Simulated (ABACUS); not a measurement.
The system is MgO.

```xyz
2
Lattice="0.0000 2.0970 2.0970 2.0970 0.0000 2.0970 2.0970 2.0970 0.0000" Properties=species:S:1:pos:R:3 pbc="T T T"
Mg    0.0000    0.0000    0.0000
O     2.0970    2.0970    2.0970
```

The cell is a database's computed one.

Base run:

| Property | Result |
| --- | --- |
| Program | ABACUS 3.10.1 |
| Functional | SOGGA |
| Potentials or basis | PseudoDojo NC SR 0.4.1 PBE standard |
| Cutoff | 1143 eV |
| Density cutoff | 4572 eV |
| Basis | plane waves |
| k mesh | 9 × 9 × 9 |
| Occupations | fermi-dirac, width 0.05 eV |
| Spin | no spin polarisation |

Its results: band gap on the k mesh 4.65 eV, direct; pressure 2.1 GPa.

Q: The run is repeated on the same cell with these changes: functional from SOGGA to OLYP; potentials or basis from PseudoDojo NC SR 0.4.1 PBE standard to GBRV ultrasoft 1.5 PBE; cutoff from 1143 eV to 544 eV; density cutoff from 4572 eV to 4354 eV. What comes out?

A: Band gap on the k mesh 5.27 eV, direct; pressure 9.4 GPa.

Caveats: the potentials were made for another functional, which shifts forces and pressure.

